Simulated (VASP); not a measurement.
# BaO (Fm-3m) in VASP: band structure with PBE

Aim: the band structure of BaO with PBE.

All numbers are computed with VASP 6.6.1; they aren't measurements. Logs are shortened: lines on timing, memory, paths and dates and some standing lists are left out, and cuts for length are marked.

## 1. Starting point

Symmetry: Fm-3m, No. 225, cubic system. Conventional cell: a = 5.520 Å, b = 5.520 Å, c = 5.520 Å, α = 90.00°, β = 90.00°, γ = 90.00°. Ba (site symmetry m-3m) is surrounded by 6 O at 2.76 Å. Around O (site symmetry m-3m) lie 6 Ba at 2.76 Å.

The cell was built by a generator and needn't be a form met in nature.

## 2. Band structure, PBE

Contents of POSCAR:

```
BaO
1.0
    0.0000000000      2.7600000000      2.7600000000
    2.7600000000      0.0000000000      2.7600000000
    2.7600000000      2.7600000000      0.0000000000
Ba O
1 1
Direct
    0.0000000000      0.0000000000      0.0000000000
    0.5000000000      0.5000000000      0.5000000000
```

Contents of INCAR.step1:

```
SYSTEM = BaO
PREC = Accurate
ENCUT = 520
EDIFF = 1E-6
ISMEAR = 0
SIGMA = 0.02
LREAL = .FALSE.
LASPH = .TRUE.
NELM = 100
ALGO = Normal
ISIF = 2
LWAVE = .FALSE.
LCHARG = .TRUE.
GGA = PE
NBANDS = 15
```

Contents of KPOINTS.step1:

```
regular mesh
0
G
  8 8 8
  0 0 0
```

Contents of INCAR.step2:

```
SYSTEM = BaO
PREC = Accurate
ENCUT = 520
EDIFF = 1E-6
ISMEAR = 0
SIGMA = 0.05
LREAL = .FALSE.
LASPH = .TRUE.
NELM = 100
ALGO = Normal
ISIF = 2
LWAVE = .FALSE.
LCHARG = .FALSE.
GGA = PE
NBANDS = 15
ICHARG = 11
```

Contents of KPOINTS.step2:

```
path GXWKGLUWLK,UX
15
line-mode
reciprocal
 0.0000000000  0.0000000000  0.0000000000  G
 0.5000000000  0.0000000000  0.5000000000  X

 0.5000000000  0.0000000000  0.5000000000  X
 0.5000000000  0.2500000000  0.7500000000  W

 0.5000000000  0.2500000000  0.7500000000  W
 0.3750000000  0.3750000000  0.7500000000  K

 0.3750000000  0.3750000000  0.7500000000  K
 0.0000000000  0.0000000000  0.0000000000  G

 0.0000000000  0.0000000000  0.0000000000  G
 0.5000000000  0.5000000000  0.5000000000  L

 0.5000000000  0.5000000000  0.5000000000  L
 0.6250000000  0.2500000000  0.6250000000  U

 0.6250000000  0.2500000000  0.6250000000  U
 0.5000000000  0.2500000000  0.7500000000  W

 0.5000000000  0.2500000000  0.7500000000  W
 0.5000000000  0.5000000000  0.5000000000  L

 0.5000000000  0.5000000000  0.5000000000  L
 0.3750000000  0.3750000000  0.7500000000  K

 0.6250000000  0.2500000000  0.6250000000  U
 0.5000000000  0.0000000000  0.5000000000  X
```

Potentials or basis: VASP PAW PBE potentials, release 64 (Ba_sv, O).

Command:

```console
cat potpaw_PBE.64/Ba_sv/POTCAR potpaw_PBE.64/O/POTCAR > POTCAR
cp INCAR.step1 INCAR
cp KPOINTS.step1 KPOINTS
mpirun -np 1 vasp_std > vasp.out
cp INCAR.step2 INCAR
cp KPOINTS.step2 KPOINTS
mpirun -np 1 vasp_std > vasp.out
```

OUTCAR:

```text
SYSTEM = BaO
   PREC = Accurate
   ENCUT = 520
   EDIFF = 1E-6
   ISMEAR = 0
   LREAL = .FALSE.
   LASPH = .TRUE.
   NELM = 100
   ISIF = 2
   GGA = PE
   ICHARG = 11

 ion  position               nearest neighbor table
   1  0.000  0.000  0.000-   2 2.76   2 2.76   2 2.76   2 2.76   2 2.76   2 2.76
   2  0.500  0.500  0.500-   1 2.76   1 2.76   1 2.76   1 2.76   1 2.76   1 2.76

  LATTYP: Found a face centered cubic cell.
 ALAT       =     5.5200000000

  Lattice vectors:

 A1 = (   0.0000000000,   2.7600000000,   2.7600000000)
 A2 = (   2.7600000000,   0.0000000000,   2.7600000000)
 A3 = (   2.7600000000,   2.7600000000,   0.0000000000)

Analysis of symmetry for initial positions (statically):
=====================================================================
 Subroutine PRICEL returns:
 Original cell was already a primitive cell.

 Routine SETGRP: Setting up the symmetry group for a
 face centered cubic supercell.

 Subroutine GETGRP returns: Found 48 space group operations
 (whereof 48 operations were pure point group operations)
 out of a pool of 48 trial point group operations.

The static configuration has the point symmetry O_h .

Analysis of symmetry for dynamics (positions and initial velocities):
=====================================================================
 Subroutine PRICEL returns:
 Original cell was already a primitive cell.

 Routine SETGRP: Setting up the symmetry group for a
 face centered cubic supercell.

 Subroutine GETGRP returns: Found 48 space group operations
 (whereof 48 operations were pure point group operations)
 out of a pool of 48 trial point group operations.

The dynamic configuration has the point symmetry O_h .

 Subroutine INISYM returns: Found 48 space group operations
 (whereof 48 operations are pure point group operations),
 and found     1 'primitive' translations

----------------------------------------------------------------------------------------

                                     Primitive cell

  volume of cell :      42.0492

  direct lattice vectors                    reciprocal lattice vectors
     0.000000000  2.760000000  2.760000000    -0.181159420  0.181159420  0.181159420
     2.760000000  0.000000000  2.760000000     0.181159420 -0.181159420  0.181159420
     2.760000000  2.760000000  0.000000000     0.181159420  0.181159420 -0.181159420

  length of vectors
     3.903229432  3.903229432  3.903229432     0.313777320  0.313777320  0.313777320

  position of ions in fractional coordinates (direct lattice)
     0.000000000  0.000000000  0.000000000
     0.500000000  0.500000000  0.500000000

  ion indices of the primitive-cell ions
   primitive index   ion index
[... 83 lines left out ...]
   ISMEAR =     0;   SIGMA  =   0.05  broadening in eV -4-tet -1-fermi 0-gaus
   EFERMI_NEDOS =   21; number of points for ismear=-14 and -15
   IALGO  =     38    algorithm
   IMIX   =      4    mixing-type and parameters
     AMIX     =   0.40;   BMIX     =  1.00
     AMIX_MAG =   1.60;   BMIX_MAG =  1.00
  volume/ion in A,a.u.               =      21.02       141.88
  Fermi-wavevector in a.u.,A,eV,Ry     =   1.186303  2.241788 19.147691  1.407316
  Thomas-Fermi vector in A             =   2.322479
   LORBIT       =      0    0 simple, 1 ext, 2 COOP (PROOUT), +10 PAW based schemes
   GGA     = PE    functional components
   LHFCALC =     F    Hartree Fock is set to
   AEXX    =    0.0000 exact exchange contribution
   IVDW    =     0    specifies the selected vdW correction
   LEPSILON=     F    determine dielectric tensor
   LRPA    =     F    only Hartree local field effects (RPA)
 non-spin polarized calculation
 Gauss-broadening in eV      SIGMA  =   0.05
  energy-cutoff  :      520.00
  volume of cell :       42.05
 maximum number of plane-waves:      1158
 NGX is ok and might be reduce to    30

 number of electron      15.9999998 magnetization

 Free energy of the ion-electron system (eV)
  ---------------------------------------------------
  ext. energy  EPLUGINS =         0.00000000
  ---------------------------------------------------
  free energy    TOTEN  =       -11.25871123 eV

  energy without entropy =      -11.25871123  energy(sigma->0) =      -11.25871123

 E-fermi :   2.2180     XC(G=0):  -9.6674

 val. band max:        1.9511083103   @ k =   0.5000   0.0000   0.5000
 cond. band min:       3.8893972382   @ k =   0.5000   0.0000   0.5000
 fundamental gap:      1.9382889279
 Fermi energy:         2.2179942467

 k-point     1 :       0.0000    0.0000    0.0000
  band No.  band energies     occupation
      1     -23.9651      2.00000
      2     -13.0983      2.00000
      3      -8.4559      2.00000
      4      -8.4559      2.00000
      5      -8.4559      2.00000
      6       1.5810      2.00000
      7       1.5810      2.00000
      8       1.5810      2.00000
      9       5.5374      0.00000
     10       6.6253      0.00000
     11       6.6253      0.00000
     12       6.6253      0.00000
     13       8.9173      0.00000
     14       8.9173      0.00000
[... 401 lines left out ...]
      2     -13.4100      2.00000
      3      -9.8203      2.00000
      4      -9.2486      2.00000
      5      -8.7339      2.00000
      6       1.0162      2.00000
      7       1.7032      2.00000
      8       1.8564      2.00000
      9       4.8833      0.00000
     10       8.5495      0.00000
     11       8.6453      0.00000
     12      11.3954      0.00000
     13      11.7507      0.00000
     14      14.0449      0.00000
     15      14.2660      0.00000

 [... further k-points ...]

------------------------ aborting loop because EDIFF is reached ----------------------------------------

  FORCE on cell =-STRESS in cart. coord.  units (eV):
  Direction    XX          YY          ZZ          XY          YZ          ZX
  --------------------------------------------------------------------------------------
  -------------------------------------------------------------------------------------
  Total        3.9712382      3.9712382      3.9712382     -0.0000000      0.0000000     -0.0000000
  in kB      151.3140569    151.3140569    151.3140569     -0.0000000      0.0000000     -0.0000000
  external PRESSURE =     151.3140569 kB  Pullay stress =       0.0000000 kB

 VOLUME and BASIS-vectors are now :
 -----------------------------------------------------------------------------
  energy-cutoff  :      520.00
  volume of cell :       42.05
      direct lattice vectors                 reciprocal lattice vectors
     0.000000000  2.760000000  2.760000000    -0.181159420  0.181159420  0.181159420
     2.760000000  0.000000000  2.760000000     0.181159420 -0.181159420  0.181159420
     2.760000000  2.760000000  0.000000000     0.181159420  0.181159420 -0.181159420

 POSITION                                       TOTAL-FORCE (eV/Angst)
 -----------------------------------------------------------------------------------
      0.00000      0.00000      0.00000         0.000000     -0.000000      0.000000
      2.76000      2.76000      2.76000        -0.000000      0.000000     -0.000000
 -----------------------------------------------------------------------------------
    total drift:                                0.000000      0.000000      0.000000

  FREE ENERGIE OF THE ION-ELECTRON SYSTEM (eV)
  ---------------------------------------------------
  free  energy   TOTEN  =       -11.2587112320 eV

  energy  without entropy=      -11.2587112320  energy(sigma->0) =      -11.25871123
```

OUTCAR.step1:

```text
SYSTEM = BaO
   PREC = Accurate
   ENCUT = 520
   EDIFF = 1E-6
   ISMEAR = 0
   LREAL = .FALSE.
   LASPH = .TRUE.
[... 655 lines left out ...]
      0.00000      0.00000      0.00000         0.000000     -0.000000      0.000000
      2.76000      2.76000      2.76000        -0.000000      0.000000      0.000000
 -----------------------------------------------------------------------------------
    total drift:                                0.000000      0.000000      0.000000

  FREE ENERGIE OF THE ION-ELECTRON SYSTEM (eV)
  ---------------------------------------------------
  free  energy   TOTEN  =       -11.7829372531 eV

  energy  without entropy=      -11.7829372531  energy(sigma->0) =      -11.78293725
```

Wall time 35 s (1 thread of Intel Xeon 6975P-C (Granite Rapids), shared host); peak memory 0.22 GiB.

Results:

| Property | Result |
| --- | --- |
| Band gap on the k mesh | 1.94 eV, direct |
| Band gap along the path | 1.94 eV, direct |

Levels at the corners of the path, in eV from the valence-band top:
| point | band 6 | band 7 | band 8 | band 9 | band 10 | band 11 |
| --- | --- | --- | --- | --- | --- | --- |
| Γ | -0.37 | -0.37 | -0.37 | 3.59 | 4.67 | 4.67 |
| X | -0.17 | -0.17 | 0.00 | 1.94 | 6.01 | 8.93 |
| X | -0.17 | -0.17 | 0.00 | 1.94 | 6.01 | 8.93 |
| W | -1.37 | -0.21 | -0.21 | 4.60 | 4.60 | 6.88 |
| W | -1.37 | -0.21 | -0.21 | 4.60 | 4.60 | 6.88 |
| K | -0.96 | -0.77 | -0.15 | 3.40 | 6.58 | 7.04 |
| K | -0.96 | -0.77 | -0.15 | 3.40 | 6.58 | 7.04 |
| Γ | -0.37 | -0.37 | -0.37 | 3.59 | 4.67 | 4.67 |
| Γ | -0.37 | -0.37 | -0.37 | 3.59 | 4.67 | 4.67 |
| L | -2.04 | -1.53 | -1.53 | 4.94 | 7.18 | 7.18 |
| L | -2.04 | -1.53 | -1.53 | 4.94 | 7.18 | 7.18 |
| U | -0.96 | -0.77 | -0.15 | 3.40 | 6.58 | 7.04 |
| U | -0.96 | -0.77 | -0.15 | 3.40 | 6.58 | 7.04 |
| W | -1.37 | -0.21 | -0.21 | 4.60 | 4.60 | 6.88 |
| W | -1.37 | -0.21 | -0.21 | 4.60 | 4.60 | 6.88 |
| L | -2.04 | -1.53 | -1.53 | 4.94 | 7.18 | 7.18 |
| L | -2.04 | -1.53 | -1.53 | 4.94 | 7.18 | 7.18 |
| K | -0.96 | -0.77 | -0.15 | 3.40 | 6.58 | 7.04 |
| U | -0.96 | -0.77 | -0.15 | 3.40 | 6.58 | 7.04 |
| X | -0.17 | -0.17 | 0.00 | 1.94 | 6.01 | 8.93 |

Caveat: the log is that of the step along the path at fixed density, whose energy, stress, charges and moments have no meaning; spin-orbit coupling is left out, which moves the levels of the heavy elements. PBE gaps usually lie below the measured ones, often by a third to a half.
